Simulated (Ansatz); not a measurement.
Computed with Ansatz, DFT PBE, scalar-relativistic, plane waves, PAW. Settings: cutoff 420 eV, Γ-centred meshes spaced at most about 0.3 Å⁻¹, and about 0.25 Å⁻¹ or finer for metals (2π included), Gaussian smearing. No spin polarisation in the final relaxations.

These are static total energies at zero pressure. All come from trial cells, and lower structures may exist.

Question: Order these relaxed structures of B2AsH2 by energy, lowest first, with the energy over the lowest of them.
1. Space group Fmmm (No. 69), orthorhombic, a = 3.144 Å, b = 5.567 Å, c = 10.259 Å. B is surrounded by 2 B at 1.57 Å, 4 H at 1.66 Å, 4 H at 2.77 Å, 2 B at 2.78 Å and 4 As at 3.02 Å; H is surrounded by 4 B at 1.66 Å, 2 H at 1.79 Å, 2 As at 2.65 Å, 4 B at 2.77 Å, 2 H at 2.92 Å and 1 As at 3.00 Å; As is surrounded by 4 H at 2.65 Å, 2 H at 3.00 Å and 8 B at 3.02 Å.
2. Space group P6/mmm (No. 191), hexagonal, a = 2.923 Å, c = 6.496 Å. B has 3 B at 1.69 Å; H has 1 As at 1.69 Å; As has 2 H at 1.69 Å.
3. Space group P-3m1 (No. 164), trigonal, a = 2.647 Å, c = 10.494 Å. B is surrounded by 1 H at 1.19 Å and 3 B at 1.84 Å; around H lies 1 B at 1.19 Å; As has 6 As at 2.65 Å.
4. Space group P4/mmm (No. 123), tetragonal, a = 3.071 Å, c = 5.414 Å. B has 1 B at 1.49 Å, 4 H at 1.71 Å and 1 As at 1.96 Å; H has 4 B at 1.71 Å and 4 H at 2.17 Å; As has 2 B at 1.96 Å.

Answer: 3 (0 meV/atom), 2 (396 meV/atom), 1 (483 meV/atom), 4 (588 meV/atom). Forms: 3 P-3m1; 2 P6/mmm; 1 Fmmm; 4 P4/mmm. Counting all near atoms (for each partner element, those within 1.25 times its shortest distance or 1.15 times the sum of covalent radii, where it is the nearest in units of that sum or under 1.3; a plus sign parts groups by distance over the sum of covalent radii; the shortest distance is added where it exceeds 1.18 times the sum of covalent radii): cell 3 has B 4, As 6, H 1; cell 2 has B 3, As 8, H 1; cell 1 has B 2, As 6, H 4 from 1.7 Å; cell 4 has B 2, As 2+4, H 4 from 1.7 Å. Cell 3 holds B–B nets (shortest 1.84 Å); cell 2 holds B–B nets (shortest 1.69 Å); cell 1 holds B–B chains (shortest 1.57 Å); cell 4 holds B–B pairs (shortest 1.49 Å). Even the lowest lies +0.43 eV/atom against the elements.

Weakly bound directions are ill-defined at this level, which has no dispersion term (P-3m1, P6/mmm, Fmmm, P4/mmm), and this can change margins and order among such cells. With hydrogen, zero-point motion can shift such differences by 10 meV/atom or more. A magnetic state wasn't ruled out in cells without spin, among them P-3m1, P6/mmm, Fmmm, P4/mmm. Cells relaxed within their symmetry can be saddle points. Some structure types and database cells were kept out of the candidates from the start, so a known form may be missing.
